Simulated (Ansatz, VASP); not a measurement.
## AlFe3: VASP beside Ansatz

Wanted: the spread between two codes on one cell, functional and k mesh.

Program: Ansatz 0.2.0. Level of theory: plane waves, with VASP 6.6.1 beside it; relaxation of cell and atoms at r2SCAN with rVV10. Results are calculated unless marked as measured.

## (1) The structure

It takes space group Fm-3m (No. 225, cubic). The conventional cell has a = 5.774 Å, b = 5.774 Å, c = 5.774 Å, α = 90.00°, β = 90.00°, γ = 90.00°. Nearest to Al lie 8 Fe at 2.50 Å. Fe has 8 Fe at 2.50 Å nearest. Nearest to Fe lie 4 Al at 2.50 Å and 4 Fe at 2.50 Å. Farther neighbours are not listed.

As a file:

```cif
data_structure
_symmetry_space_group_name_H-M 'Fm-3m'
_symmetry_Int_Tables_number 225
_cell_length_a 5.7743
_cell_length_b 5.7743
_cell_length_c 5.7743
_cell_angle_alpha 90.000
_cell_angle_beta 90.000
_cell_angle_gamma 90.000
_cell_volume 192.53
loop_
_atom_site_label
_atom_site_type_symbol
_atom_site_symmetry_multiplicity
_atom_site_Wyckoff_symbol
_atom_site_fract_x
_atom_site_fract_y
_atom_site_fract_z
_atom_site_occupancy
Al1 Al 4 a 0.00000 0.00000 0.00000 1
Fe1 Fe 4 b 0.50000 0.00000 0.00000 1
Fe2 Fe 8 c 0.25000 0.75000 0.75000 1
```

## (2) Ansatz: relaxation of cell and atoms, r2SCAN with rVV10

Ansatz runs on its default PAW (the set named soft_2) files.

The relaxed volume is the usual yardstick between codes: its relative difference is about their pressure difference at one cell divided by the bulk modulus.

The input, input.yaml:

```yaml
crystal:
  lattice:
    - [0.0, 2.8871421494, 2.8871421494]
    - [2.8871421494, 0.0, 2.8871421494]
    - [2.8871421494, 2.8871421494, 0.0]
  atoms:
    - { symbol: Al, position: [0.0, 0.0, 0.0] }
    - { symbol: Fe, position: [0.5, 0.5, 0.5], spin: 3.0 }
    - { symbol: Fe, position: [0.25, 0.25, 0.25], spin: 3.0 }
    - { symbol: Fe, position: [0.75, 0.75, 0.75], spin: 3.0 }
hamiltonian:
  xc: r2scan
  pseudopotentials: { kind: paw }
  dispersion: rvv10
magnetization:
  spin_polarized: true
kpoints:
  mp_grid: { grid: [6, 6, 6] }
scf:
  occupations: { method: fermi_dirac, width: 0.05 }
relax:
  f_tol: 0.01
  max_steps: 60
  cell: { stress_tol: 0.05 }
output:
  forces: true
  stress: true
```

Run with:

```sh
$ ansatz run input.yaml --threads 4 --pin off --max-ram 9216MiB --backend cpu --events-out ev --progress --plain --runs-dir out
```

Numbers of over 12 decimals in the logs are rounded to 6 here.

The program printed:

```text
Engine: ansatz 0.2.0, aarch64-unknown-linux-gnu
Pseudopotentials: kind: paw
Pseudopotential: Al, paw, valence charge 3, recommended cutoff 500 eV (meta_gga), Al.paw.azcp
Pseudopotential: Fe, paw, valence charge 16, recommended cutoff 500 eV (meta_gga), Fe.paw.azcp
Functional definition: r2SCAN+rVV10
  parameter k0 = 0.174
  parameter k1 = 0.065
  parameter a1 = 4.9479
  exchange = r2scan_x(k0 = k0, k1 = k1, a1 = a1)
  correlation = r2scan_c + rvv10(11.95, 0.0093)
Crystal: 4 atoms, lattice volume = 48.132 Å³
Basis set: ecut = 500 eV, 1243 PW (Γ), exchange–correlation on 144×144×144 points (64 copies of the dense FFT grid, shifted against one another)
Bands: 36, of which v1, the nominal top of the filled ones, is band 26 counted from 1 (25 counted from 0)
Symmetry: 48 space group operations
Space group: Fm-3m (ITA 225), of the structure as read, at distance tolerance 3.6e-5 Å
Magnetic group: BNS 225.116 (UNI 1618), of the structure as read, at distance tolerance 3.6e-5 Å
k-points: 16 of 216
Non-local potential: Al, projectors of the file, l = 0: 2, l = 1: 2, l = 2: 1
Non-local potential: Fe, projectors of the file, l = 0: 3, l = 1: 2, l = 2: 3, l = 3: 1
PAW form: soft (Blöchl's): semilocal exchange-correlation on the pseudo side does not see the compensation charge
rVV10 density: all electrons in the spheres
PAW frozen core: Al, regenerated for the run's functional (the file was generated under x = pbe(κ = 0.804, μ = 0.219515), c = pbe(β = 0.066725))
PAW frozen core: Fe, regenerated for the run's functional (the file was generated under x = pbe(κ = 0.804, μ = 0.219515), c = pbe(β = 0.066725))
PAW one-centre angular grid: Al, 302 points (default); XC on 160 Gauss nodes
PAW one-centre angular grid: Fe, 590 points (default); XC on 160 Gauss nodes
Initial density: superposition of atomic densities (chi_scale 0.1, normalization cell)
Starting moments: Σ|m| = 9 μB on 3 of 4 sites
Initial wavefunctions: pseudopotential atomic-orbital guess
Functional: x = r2scan, c = r2scan + rvv10(b = 11.95, C = 0.0093); τ floored in thin density (d = 2e-4 eV/Å³)
SCF iter   1: F=—  HF=-13994.364133 eV  |F-HF|=—  |Δ(HF+E_count)|=         —  Δρ=6.44e-2 (↑2.74e-2 ↓6.44e-2)  dr2=2.58e0  dr2_τ=1.85e-2  dr2_m=2.27e-1  M=8.204 μB ∫|m|=8.662 μB  β_m=1.00  ethr=3.10e-3  ⟨swp⟩=5.4  Hψ=4291  notcnv=0
Mixer restart at iter 1: flushing history
preconditioner: auto → Kerker (q_TF=auto, 2.755 Å⁻¹)  [metal: Δε(μ)=0.027 eV  Ē_g=8.105 eV  σ=0.050 eV  W_gap=0.13  n_scr=14 (ndim 8)  ℏωp=27.8 eV  f_vac=0.000  D(μ)=4.46/eV (n_scr^D=58)]
spin=Collinear: Kerker preconditioning applied to the charge; magnetization (m = ρ↑ − ρ↓) channel mixes plain (no charge-response kernel on spin).
SCF iter   2: F=—  HF=-13994.163978 eV  |F-HF|=—  |Δ(HF+E_count)|=   2.00e-1  Δρ=2.37e-2 (↑1.02e-2 ↓2.37e-2)  dr2=3.93e-1  dr2_τ=8.94e-3  dr2_m=3.97e-2  M=8.005 μB ∫|m|=8.835 μB  β_m=1.00  ethr=3.10e-3  ⟨swp⟩=2.3  Hψ=2088  notcnv=0  defer=78  κ⁻¹=1.0e0(r=1)
SCF iter   3: F=—  HF=-13994.749741 eV  |F-HF|=—  |Δ(HF+E_count)|=   5.86e-1  Δρ=9.35e-3 (↑9.11e-3 ↓9.35e-3)  dr2=1.88e-1  dr2_τ=9.58e-4  dr2_m=1.57e-4  M=7.943 μB ∫|m|=8.893 μB  β_m=1.00  ethr=7.70e-4  ⟨swp⟩=2.2  Hψ=1752  notcnv=0  defer=79  κ⁻¹=2.6e-2(r=2)
SCF iter   4: F=—  HF=-13995.066536 eV  |F-HF|=—  |Δ(HF+E_count)|=         —  Δρ=1.02e-2 (↑7.17e-3 ↓1.02e-2)  dr2=1.90e-1  dr2_τ=6.27e-4  dr2_m=4.85e-3  M=7.832 μB ∫|m|=8.783 μB  β_m=1.00  ethr=3.70e-4  ⟨swp⟩=2.9  Hψ=1738  notcnv=0  defer=79
Mixer restart at iter 4: flushing history
SCF iter   5: F=—  HF=-13995.315748 eV  |F-HF|=—  |Δ(HF+E_count)|=   2.49e-1  Δρ=8.30e-3 (↑6.20e-3 ↓8.30e-3)  dr2=1.49e-1  dr2_τ=5.17e-4  dr2_m=2.38e-3  M=7.751 μB ∫|m|=8.728 μB  β_m=1.00  ethr=3.70e-4  ⟨swp⟩=2.2  Hψ=1447  notcnv=0  defer=79  κ⁻¹=1.0e0(r=1)
SCF iter   6: F=—  HF=-13995.567553 eV  |F-HF|=—  |Δ(HF+E_count)|=   2.52e-1  Δρ=5.99e-3 (↑3.88e-3 ↓5.99e-3)  dr2=4.03e-2  dr2_τ=1.74e-4  dr2_m=5.15e-3  M=7.327 μB ∫|m|=8.463 μB  β_m=1.00  ethr=2.92e-4  ⟨swp⟩=3.5  Hψ=2579  notcnv=0  defer=76  κ⁻¹=1.7e-2(r=2)
SCF iter   7: F=—  HF=-13995.507662 eV  |F-HF|=—  |Δ(HF+E_count)|=   5.99e-2  Δρ=3.16e-3 (↑2.80e-3 ↓3.16e-3)  dr2=1.68e-2  dr2_τ=1.12e-4  dr2_m=1.54e-4  M=7.193 μB ∫|m|=8.387 μB  β_m=1.00  ethr=7.91e-5  ⟨swp⟩=2.1  Hψ=1709  notcnv=0  defer=77  κ⁻¹=1.5e-2(r=3)
SCF iter   8: F=—  HF=-13995.572129 eV  |F-HF|=—  |Δ(HF+E_count)|=   6.45e-2  Δρ=1.95e-3 (↑1.51e-3 ↓1.95e-3)  dr2=3.71e-3  dr2_τ=6.09e-5  dr2_m=1.42e-4  M=7.189 μB ∫|m|=8.378 μB  β_m=1.00  ethr=3.29e-5  ⟨swp⟩=2.5  Hψ=2318  notcnv=0  defer=77  κ⁻¹=1.0e-2(r=4)
SCF iter   9: F=—  HF=-13995.587110 eV  |F-HF|=—  |Δ(HF+E_count)|=   1.50e-2  Δρ=1.39e-3 (↑1.27e-3 ↓1.39e-3)  dr2=2.29e-3  dr2_τ=3.09e-5  dr2_m=1.14e-5  M=7.216 μB ∫|m|=8.384 μB  β_m=1.00  ethr=7.27e-6  ⟨swp⟩=2.0  Hψ=2217  notcnv=0  defer=77  κ⁻¹=1.1e-3(r=5)
SCF iter  10: F=—  HF=-13995.589198 eV  |F-HF|=—  |Δ(HF+E_count)|=   2.09e-3  Δρ=3.75e-4 (↑3.75e-4 ↓3.60e-4)  dr2=1.53e-4  dr2_τ=4.59e-6  dr2_m=3.15e-5  M=7.252 μB ∫|m|=8.396 μB  β_m=1.00  ethr=4.49e-6  ⟨swp⟩=2.0  Hψ=1996  notcnv=0  defer=77  κ⁻¹=3.5e-4(r=6)
[...]
SCF iter  14: F=—  HF=-13995.589720 eV  |F-HF|=—  |Δ(HF+E_count)|=   2.48e-6  Δρ=5.65e-5 (↑3.24e-5 ↓5.65e-5)  dr2=1.12e-6  dr2_τ=2.70e-8  dr2_m=3.87e-7  M=7.246 μB ∫|m|=8.398 μB  β_m=1.00  ethr=5.69e-9  ⟨swp⟩=2.0  Hψ=1963  notcnv=0  defer=77  κ⁻¹=1.2e-5(r=8)
SCF iter  15: F=—  HF=-13995.589728 eV  |F-HF|=—  |Δ(HF+E_count)|=   7.84e-6  Δρ=2.39e-5 (↑1.92e-5 ↓2.39e-5)  dr2=3.48e-7  dr2_τ=7.64e-9  dr2_m=1.47e-8  M=7.248 μB ∫|m|=8.399 μB  β_m=1.00  ethr=2.19e-9  ⟨swp⟩=2.0  Hψ=1908  notcnv=0  defer=77  κ⁻¹=1.5e-5(r=8)
SCF iter  16: F=—  HF=-13995.589732 eV  |F-HF|=—  |Δ(HF+E_count)|=   3.60e-6  Δρ=1.25e-5 (↑1.25e-5 ↓1.22e-5)  dr2=1.43e-7  dr2_τ=2.15e-9  dr2_m=5.26e-9  M=7.249 μB ∫|m|=8.400 μB  β_m=1.00  ethr=6.82e-10  ⟨swp⟩=2.0  Hψ=1904  notcnv=0  defer=77  κ⁻¹=1.4e-5(r=8)
SCF iter  17: F=—  HF=-13995.589733 eV  |F-HF|=—  |Δ(HF+E_count)|=   9.31e-7  Δρ=9.41e-6 (↑9.41e-6 ↓7.61e-6)  dr2=6.62e-8  dr2_τ=9.00e-10  dr2_m=6.48e-9  M=7.249 μB ∫|m|=8.400 μB  β_m=1.00  ethr=2.80e-10  ⟨swp⟩=2.0  Hψ=1900  notcnv=0  defer=77  κ⁻¹=2.3e-6(r=8)
SCF iter  18: F=-13995.589733 eV  HF=-13995.589733 eV  |F-HF|=5.17e-10  |Δ(HF+E_count)|=   3.05e-7  Δρ=3.49e-6 (↑3.49e-6 ↓2.46e-6)  dr2=3.97e-9  dr2_τ=1.11e-10  dr2_m=1.98e-9  M=7.250 μB ∫|m|=8.401 μB  ethr=1.30e-10  ⟨swp⟩=2.2  Hψ=3778  notcnv=0
SCF 1 converged in 18 iterations: F = -13995.589733 eV  dr2 = 3.97e-9
  greatest PAW one-centre occupation: 1.004 electrons in one spin orbital (limit 2), on the Fe atom at site 1 (counted from 0), in its partial waves of l = 1
relax step   1: F+E_penalty+E_count = -13995.58973286 eV  Δ(F+E_penalty+E_count) = +0.000e0 eV  max|allowed force component| = 1.590e-18 eV/Å  Δτ_max = 0.0000 Å  P = -1.388 GPa  Ω = 48.132 Å³  (18 SCF iters, dr2 threshold 1.00e-7 eV, accepted)
[...]
relax step   2: F+E_penalty+E_count = -13995.59176206 eV  Δ(F+E_penalty+E_count) = -2.029e-3 eV  max|allowed force component| = 8.963e-18 eV/Å  Δτ_max = 0.0000 Å  P = -0.848 GPa  Ω = 47.877 Å³  energy of the carried Pulay correction = +2.298e-4 eV  (13 SCF iters, dr2 threshold 4.00e-7 eV, accepted)
[...]
relax step   3: F+E_penalty+E_count = -13995.59293008 eV  Δ(F+E_penalty+E_count) = -1.168e-3 eV  max|allowed force component| = 1.561e-17 eV/Å  Δτ_max = 0.0000 Å  P = +0.223 GPa  Ω = 47.481 Å³  energy of the carried Pulay correction = +5.883e-4 eV  (14 SCF iters, dr2 threshold 4.00e-7 eV, accepted)
[...]
relax step   4: F+E_penalty+E_count = -13995.59291616 eV  Δ(F+E_penalty+E_count) = +1.392e-5 eV  max|allowed force component| = 1.330e-17 eV/Å  Δτ_max = 0.0000 Å  P = +0.011 GPa  Ω = 47.555 Å³  energy of the carried Pulay correction = +5.214e-4 eV  (12 SCF iters, dr2 threshold 1.24e-7 eV, accepted)
[...]
relax step   5: F+E_penalty+E_count = -13995.59245148 eV  Δ(F+E_penalty+E_count) = +4.647e-4 eV  max|allowed force component| = 1.156e-17 eV/Å  Δτ_max = 0.0000 Å  P = +0.000 GPa  Ω = 47.555 Å³  stress off target by 1.61e-4 GPa  SCF on the basis re-selected at this cell (its energy is not comparable with the rows above)  (15 SCF iters)
basis re-selected at this cell: Δ(F+E_penalty+E_count) = +4.647e-4 eV, ΔP = -0.010 GPa vs the last step (what re-selecting the basis moved, of the pressure what is left beyond the Pulay correction that the steps carried, after the strain that the cell walked since its last selection, with what the two solves' SCF thresholds leave and, on support functions, any second-order correction that the steps lacked; it is no m [...]
SCF converged after 15 iterations
Stability not checked: this state was not tested for a lower state beside it, because the mixer in use, unlike msr1, does not test its closes by its own steps (another_mixer; see scf.mixing.algorithm and scf.lower_state_search)
Magnetization: 7.1041 μB (29.0520 up, 21.9480 down)
Absolute magnetization: 8.2756 μB (∫|ρ↑−ρ↓|, with the PAW one-centre terms)
Spin contamination: 0.3428 ħ² per cell (⟨S²⟩ above its minimum at these occupations)
Per-site moments (μB) at R_I (Å): [(-0.121532, 1.027248), (2.592766, 1.027248), (2.527564, 1.027248), (2.527564, 1.027248)]
Free energy (F): -13995.592451 eV
Harris-Foulkes:  -13995.592451 eV  (|F-HF|=5.46e-12)
Internal energy: -13995.559542 eV  (E = F + TS)
E sigma→0 (E₀):  -13995.575997 eV
Entropy (-TS):   -0.032910 eV (-8.227 meV/atom)
Fermi energy:    16.132724 eV
--- Per-component energies (eV) ---
  E_band       = -791.243622
  E_kinetic    = 1077.177680
  E_local      = -7428.320525  (includes V_loc(G=0)·N_el)
  E_nonlocal   = 676.168194
  E_hartree    = 3175.254746
  E_xc         = -374.869192
  E_vxc        = -536.722087  (∫ρ·V_xc dr)
  E_paw        = -4609.955155  (= ΣΔE_a)
  E_vpaw       = -967.862873  (= ΣTr[D̂ρ^β])
  E_aug_tail   = 0.000453  (compensation charges beyond the density's cutoff)
  E_vtau       = 37.806164  (kinetic-family band-sum trace: ∫τ·v_τ [+ j·A + Jᵃ·Aᵃ] dr)
  E_ewald      = -6510.087210
  E_core_change = -0.928533  (= ΣΔE_core)
  E_smearing   = -0.032910  (= −TS)
  E_closure    = 0.000000  (closes the sum)
  Σ components = -13995.592451   (vs F -13995.592451, Δ=0.00e0)
--- Forces (eV/Å), atoms counted from 1 ---
  atom   1  Al     0.00000000    -0.00000000     0.00000000
  atom   2  Fe     0.00000000    -0.00000000     0.00000000
  atom   3  Fe     0.00000000     0.00000000     0.00000000
  atom   4  Fe    -0.00000000    -0.00000000    -0.00000000
  max |Σ_I F_I| component: 2.31e-18 eV/Å
--- Stress (GPa, compression-positive) ---
        0.000161       0.000000       0.000000
        0.000000       0.000161       0.000000
        0.000000       0.000000       0.000161
  P = ⅓ Tr σ = 0.0002 GPa (0.002 kbar)
--- Relaxed structure (4 steps of the walk, 4 accepted, 1 SCFs on fresh bases) ---
  F+E_penalty+E_count = -13995.59245148 eV   max|allowed force component| = 1.156e-17 eV/Å   (the final SCF, on the basis selected at the relaxed cell)
  cell:  # Å, volume = 47.5546 Å³
    - [0, 2.875549, 2.875549]
    - [2.875549, 0, 2.875549]
    - [2.875549, 2.875549, 0]
  atoms:
    - { symbol: Al, position: [0, 0, 0] }
    - { symbol: Fe, position: [0.5, 0.5, 0.5] }
    - { symbol: Fe, position: [0.25, 0.25, 0.25] }
    - { symbol: Fe, position: [0.750000, 0.750000, 0.750000] }
```

The job ended after 28 s (4 threads of Arm Neoverse V1, shared host; peak memory 0.62 GiB; 1.7 min of CPU time).

(Part 1 of 3 ends here.)

[Lines on the potential files, build, host, timing and source positions are cut from VASP's logs without a mark.]

[Logs are printed without paths, hosts, clocks, repeated set-up lines and the standing remarks that a program may print on its own settings, such as how far it seeks lower states.]

[Hosts, paths, dates, database ids (printed as entryN), source tags and the programs' standing remarks are cut or masked in the printed files.]
